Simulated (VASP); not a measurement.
# ZnSe (F-43m) in VASP: Born charges and dielectric tensor with PBE

Aim: the Born charges and dielectric tensor of ZnSe with PBE.

Everything below comes from runs of VASP 6.6.1. Logs are shortened: lines on timing, memory, paths and dates and some standing lists are left out, and cuts for length are marked.

**The experiment to reproduce.**

“Alloy Disordering Effects on the Thermal Conductivity and Energy Gap Temperature Dependence of Cd1−xZnxSe Ternary Crystals Grown by the Bridgman Method”, 2023, pmc:10253836 reports, for a bulk crystal of ZnSe at 300 K: band gap 2.695 ± 0.003 eV (an exciton energy, a little under the gap).

From a printed reference work, textbook, for a bulk crystal of ZnSe: high-frequency dielectric constant 5.9.

How close the calculation comes is told below.

## (1) Starting point

The structure is cubic, space group F-43m (No. 216). Conventional cell: a = 5.739 Å, b = 5.739 Å, c = 5.739 Å, α = 90.00°, β = 90.00°, γ = 90.00°. Zn (site symmetry -43m) is surrounded by 4 Se at 2.49 Å. Se (site symmetry -43m) is surrounded by 4 Zn at 2.49 Å.

The cell is a database's computed one.

## (2) Born charges and dielectric tensor, PBE

The input, INCAR:

```
SYSTEM = ZnSe
  ALGO = Normal
  EDIFF = 1E-8
  ENCUT = 600
  GGA = PE
  IBRION = 8
  ISIF = 2
  ISMEAR = 0
  LASPH = .TRUE.
  LCHARG = .FALSE.
  LEPSILON = .TRUE.
  LREAL = .FALSE.
  LWAVE = .FALSE.
  NELM = 80
  NSW = 1
  PREC = Accurate
  SIGMA = 0.02
```

The input, KPOINTS:

```
k-points
0
G
  8 8 8
  0 0 0
```

The input, POSCAR:

```
ZnSe
1.0
    0.0000000000      2.8694500000      2.8694500000
    2.8694500000      0.0000000000      2.8694500000
    2.8694500000      2.8694500000      0.0000000000
Zn Se
1 1
Direct
    0.0000000000      0.0000000000      0.0000000000
    0.2500000000      0.2500000000      0.2500000000
```

Potentials or basis: VASP PAW PBE potentials, release 64 (Zn, Se).

Launch:

```bash
cat potpaw_PBE.64/Zn/POTCAR potpaw_PBE.64/Se/POTCAR > POTCAR
mpirun -np 1 vasp_std > vasp.out
```

OUTCAR:

```text
SYSTEM = ZnSe
   EDIFF = 1E-8
   ENCUT = 600
   GGA = PE
   IBRION = 8
   ISIF = 2
   ISMEAR = 0
   LASPH = .TRUE.
   LEPSILON = .TRUE.
   LREAL = .FALSE.
   NELM = 80
   NSW = 1
   PREC = Accurate

 ion  position               nearest neighbor table
   1  0.000  0.000  0.000-   2 2.49   2 2.49   2 2.49   2 2.49
   2  0.250  0.250  0.250-   1 2.49   1 2.49   1 2.49   1 2.49

  LATTYP: Found a face centered cubic cell.
 ALAT       =     5.7389000000

  Lattice vectors:

 A1 = (   0.0000000000,   2.8694500000,   2.8694500000)
 A2 = (   2.8694500000,   0.0000000000,   2.8694500000)
 A3 = (   2.8694500000,   2.8694500000,   0.0000000000)

Analysis of symmetry for initial positions (statically):
=====================================================================
 Subroutine PRICEL returns:
 Original cell was already a primitive cell.

 Routine SETGRP: Setting up the symmetry group for a
 face centered cubic supercell.

 Subroutine GETGRP returns: Found 24 space group operations
 (whereof 24 operations were pure point group operations)
 out of a pool of 48 trial point group operations.

The static configuration has the point symmetry T_d .

Analysis of symmetry for dynamics (positions and initial velocities):
=====================================================================
 Subroutine PRICEL returns:
 Original cell was already a primitive cell.

 Routine SETGRP: Setting up the symmetry group for a
 face centered cubic supercell.

 Subroutine GETGRP returns: Found 24 space group operations
 (whereof 24 operations were pure point group operations)
 out of a pool of 48 trial point group operations.

The dynamic configuration has the point symmetry T_d .

 Subroutine INISYM returns: Found 24 space group operations
 (whereof 24 operations are pure point group operations),
 and found     1 'primitive' translations

----------------------------------------------------------------------------------------

                                     Primitive cell

  volume of cell :      47.2526

  direct lattice vectors                    reciprocal lattice vectors
     0.000000000  2.869450000  2.869450000    -0.174249421  0.174249421  0.174249421
     2.869450000  0.000000000  2.869450000     0.174249421 -0.174249421  0.174249421
     2.869450000  2.869450000  0.000000000     0.174249421  0.174249421 -0.174249421

  length of vectors
     4.058015107  4.058015107  4.058015107     0.301808850  0.301808850  0.301808850

  position of ions in fractional coordinates (direct lattice)
     0.000000000  0.000000000  0.000000000
     0.250000000  0.250000000  0.250000000

  ion indices of the primitive-cell ions
   primitive index   ion index
                 1           1
                 2           2

----------------------------------------------------------------------------------------

 KPOINTS: k-points

Automatic generation of k-mesh.
 Grid dimensions read from file:
 generate k-points for:    8    8    8

 Generating k-lattice:

  Cartesian coordinates                     Fractional coordinates (reciprocal lattice)
    -0.021781178  0.021781178  0.021781178     0.125000000  0.000000000  0.000000000
     0.021781178 -0.021781178  0.021781178     0.000000000  0.125000000  0.000000000
     0.021781178  0.021781178 -0.021781178     0.000000000  0.000000000  0.125000000

  Length of vectors
     0.037726106  0.037726106  0.037726106

  Shift w.r.t. Gamma in fractional coordinates (k-lattice)
     0.000000000  0.000000000  0.000000000

 Subroutine IBZKPT returns following result:
 ===========================================

 Found     29 irreducible k-points:

 Following reciprocal coordinates:
            Coordinates               Weight
  0.000000  0.000000  0.000000      1.000000
[... 490 lines left out ...]
     0.000000000  2.869450000  2.869450000    -0.174249421  0.174249421  0.174249421
     2.869450000  0.000000000  2.869450000     0.174249421 -0.174249421  0.174249421
     2.869450000  2.869450000  0.000000000     0.174249421  0.174249421 -0.174249421

 POSITION                                       TOTAL-FORCE (eV/Angst)
 -----------------------------------------------------------------------------------
      0.00000      0.00000      0.00000         0.000000      0.000000      0.000000
      1.43473      1.43473      1.43473        -0.000000     -0.000000     -0.000000
 -----------------------------------------------------------------------------------
    total drift:                                0.000000      0.000000      0.000000

  FREE ENERGIE OF THE ION-ELECTRON SYSTEM (eV)
  ---------------------------------------------------
  free  energy   TOTEN  =        -6.0323560668 eV

  energy  without entropy=       -6.0323560668  energy(sigma->0) =       -6.03235607

 HEAD OF MICROSCOPIC STATIC DIELECTRIC TENSOR (INDEPENDENT PARTICLE, excluding Hartree and local field effects)
 ------------------------------------------------------
           8.455985     0.000000     0.000000
           0.000000     8.455985     0.000000
           0.000000     0.000000     8.455985
 ------------------------------------------------------

 Free energy of the ion-electron system (eV)
  ---------------------------------------------------
  ---------------------------------------------------
  free energy    TOTEN  =        -1.00322475 eV

  energy without entropy =       -1.00322475

------------------------ aborting loop because EDIFF is reached ----------------------------------------

--------------------------------------- Ionic step        2  -------------------------------------------

------------------------ aborting loop because EDIFF is reached ----------------------------------------

--------------------------------------- Ionic step        3  -------------------------------------------

------------------------ aborting loop because EDIFF is reached ----------------------------------------

 PIEZOELECTRIC TENSOR FIELD DIRECTION 3  (e Angst)
 -----------------------------------------------------------------------------
    -0.00052 -2.15475  0.00000           (  0.00000  0.03578  0.00000)
    -2.15475 -0.00052  0.00000           (  0.03578  0.00000  0.00000)
     0.00000  0.00000 -0.00081           (  0.00000  0.00000 -0.00000)

 PIEZOELECTRIC TENSOR FIELD DIRECTION 3  (C/m^2)
 -----------------------------------------------------------------------------
    -0.00018 -0.73060  0.00000
    -0.73060 -0.00018  0.00000
     0.00000  0.00000 -0.00027

--------------------------------------- Ionic step        4  -------------------------------------------

------------------------ aborting loop because EDIFF is reached ----------------------------------------

[... ionic steps 5 to 6 ...]

--------------------------------------- Ionic step        7  -------------------------------------------

 Free energy of the ion-electron system (eV)
  ---------------------------------------------------
  ---------------------------------------------------
  free energy    TOTEN  =        -0.08278359 eV

  energy without entropy =       -0.08278359

------------------------ aborting loop because EDIFF is reached ----------------------------------------

 INTERNAL STRAIN TENSOR  FOR ION    2  DIRECTION 1   (eV/Angst):
 -----------------------------------------------------------------------------
     0.01055  0.00000  0.00000
     0.00000  0.00016 -4.41908
     0.00000 -4.41908  0.00016

 MACROSCOPIC STATIC DIELECTRIC TENSOR (including local field effects in DFT)
 ------------------------------------------------------
           8.085723    -0.000000     0.000000
          -0.000000     8.085723    -0.000000
          -0.000000    -0.000000     8.085723
 ------------------------------------------------------

 PIEZOELECTRIC TENSOR (including local field effects)  for field in x, y, z        (e  Angst)
          XX          YY          ZZ          XY          YZ          ZX
  --------------------------------------------------------------------------------
  x    -0.00000    -0.00000     0.00000     0.00000    -2.17012    -0.00000
  y     0.00000    -0.00000     0.00000     0.00000    -0.00000    -2.17012
  z     0.00000     0.00000    -0.00000    -2.17012     0.00000     0.00000

 PIEZOELECTRIC TENSOR (including local field effects)  for field in x, y, z        (C/m^2)
          XX          YY          ZZ          XY          YZ          ZX
  --------------------------------------------------------------------------------
  x    -0.00000    -0.00000     0.00000     0.00000    -0.73581    -0.00000
  y     0.00000    -0.00000     0.00000     0.00000    -0.00000    -0.73581
  z     0.00000     0.00000    -0.00000    -0.73581     0.00000     0.00000

 BORN EFFECTIVE CHARGES (including local field effects) (in |e|, cummulative output)
 ---------------------------------------------------------------------------------
 ion    1
    1     2.14829     0.00000     0.00000
    2     0.00000     2.14829     0.00000
    3     0.00000    -0.00000     2.14829
 ion    2
    1    -2.14829     0.00000     0.00000
    2     0.00000    -2.14829     0.00000
    3    -0.00000     0.00000    -2.14829

 INTERNAL STRAIN TENSOR FOR ION    2 for displacements in x,y,z  (eV/Angst):
          X           Y           Z          XY          YZ          ZX
  --------------------------------------------------------------------------------
  x    -0.00000    -0.00000    -0.00000     0.00000    -4.41908     0.00000
  y     0.00000     0.00000     0.00000     0.00000     0.00000    -4.41908
  z    -0.00000    -0.00000    -0.00000    -4.41908     0.00000     0.00000

 SECOND DERIVATIVES (NOT SYMMETRIZED)
 ------------------------------------
               1X          1Y          1Z          2X          2Y          2Z
  1X    -5.084065    0.000000    0.000000    5.084065    0.000000    0.000000
  1Y     0.000000   -5.084065    0.000000    0.000000    5.084065    0.000000
  1Z     0.000000    0.000000   -5.084065    0.000000    0.000000    5.084065
  2X     5.012105    0.000000    0.000000   -5.012105    0.000000    0.000000
  2Y     0.000000    5.012105    0.000000    0.000000   -5.012105    0.000000
  2Z     0.000000    0.000000    5.012105    0.000000    0.000000   -5.012105

 Eigenvectors and eigenvalues of the dynamical matrix
 ----------------------------------------------------

   1 f  =    5.875048 THz    36.914013 2PiTHz  195.970495 cm-1    24.297234 meV
             X         Y         Z           dx          dy          dz
      0.000000  0.000000  0.000000     0.000000    0.741979    0.000000
      1.434725  1.434725  1.434725     0.000000   -0.670423    0.000000
[... 21 lines left out ...]
   6 f/i=    0.020830 THz     0.130881 2PiTHz    0.694826 cm-1     0.086147 meV
             X         Y         Z           dx          dy          dz
      0.000000  0.000000  0.000000     0.000000    0.000000   -0.670423
      1.434725  1.434725  1.434725     0.000000    0.000000   -0.741979

--------------------------------------------------------------------------------------------------------

 MACROSCOPIC STATIC DIELECTRIC TENSOR IONIC CONTRIBUTION
 ------------------------------------------------------
           3.500967     0.000000     0.000000
           0.000000     3.500967    -0.000000
           0.000000    -0.000000     3.500967
 ------------------------------------------------------

 ELASTIC MODULI CONTR FROM IONIC RELAXATION (kBar)
 Direction    XX          YY          ZZ          XY          YZ          ZX
 --------------------------------------------------------------------------------
 XX          -0.0000     -0.0000     -0.0000     -0.0000     -0.0000     -0.0000
 YY          -0.0000     -0.0000     -0.0000     -0.0000     -0.0000     -0.0000
 ZZ          -0.0000     -0.0000     -0.0000     -0.0000     -0.0000     -0.0000
 XY          -0.0000     -0.0000     -0.0000   -131.4372      0.0000      0.0000
 YZ          -0.0000     -0.0000     -0.0000      0.0000   -131.4372      0.0000
 ZX          -0.0000     -0.0000     -0.0000      0.0000      0.0000   -131.4372
 --------------------------------------------------------------------------------

 PIEZOELECTRIC TENSOR IONIC CONTR  for field in x, y, z        (C/m^2)
          XX          YY          ZZ          XY          YZ          ZX
  --------------------------------------------------------------------------------
  x     0.00000     0.00000     0.00000     0.00000     0.63830     0.00000
  y     0.00000     0.00000     0.00000    -0.00000     0.00000     0.63830
  z     0.00000     0.00000     0.00000     0.63830     0.00000    -0.00000
```

It took 6.4 min on 1 thread of Intel Xeon Platinum 8488C (Sapphire Rapids), shared host; peak memory 0.34 GiB.

Results:

```yaml
Band_gap_on_the_k_mesh: 1.14 eV, direct
Electronic_dielectric_tensor_diagonal: 8.09
Born_charges_mean_of_the_diagonal: Zn +2.15; Se -2.15 e
Highest_phonon_frequency_at_Γ_LO-TO_splitting_left_out: 196 cm⁻¹
```

Levels at points of the mesh, in eV from the valence-band top:
```tsv
k point	band 7	band 8	band 9	band 10	band 11	band 12
(0.00, 0.00, 0.00)	0.00	0.00	0.00	1.14	5.81	5.81
(0.50, 0.00, 0.00)	-4.99	-0.81	-0.81	2.48	6.39	6.39
(0.50, 0.50, 0.00)	-4.59	-2.05	-2.05	3.07	3.46	10.47
```

Phonon frequencies in cm⁻¹ (negative: imaginary):
```tsv
q point	frequencies
(0.000, 0.000, 0.000)	-1 -1 -1 196 196 196
```

Electronic dielectric tensor:
```
8.09 0.00 0.00
0.00 8.09 0.00
0.00 0.00 8.09
```

Born effective charge tensors (e):
atom 1, Zn
```
2.15 0.00 0.00
0.00 2.15 0.00
0.00 0.00 2.15
```
atom 2, Se
```
-2.15  0.00  0.00
 0.00 -2.15  0.00
 0.00  0.00 -2.15
```

## (3) Against experiment

Step 2. Measured gap of ZnSe: 2.695 eV (an exciton energy, a little under the gap; 300 K; “Alloy Disordering Effects on the Thermal Conductivity and Energy Gap Temperature Dependence of Cd1−xZnxSe Ternary Crystals Grown by the Bridgman Method”, 2023, pmc:10253836). This calculation gives 1.14 eV (-1.55 eV). So large a miss can be the level of theory's own, or it may mean another phase, state or a wrong row. Spin-orbit coupling on Se is left out. The value is that of PBE, without temperature or zero-point motion. Semilocal functionals fall short of measured gaps as a rule. The cell is a database's relaxed one, not the measured one, which moves gaps too. Against the measured high-frequency dielectric constant of ZnSe, 5.9 (a printed reference work, textbook), the calculated 8.09 is off by +37.0 %. So large a miss can be the level of theory's own, or it may mean another phase, state or a wrong row.
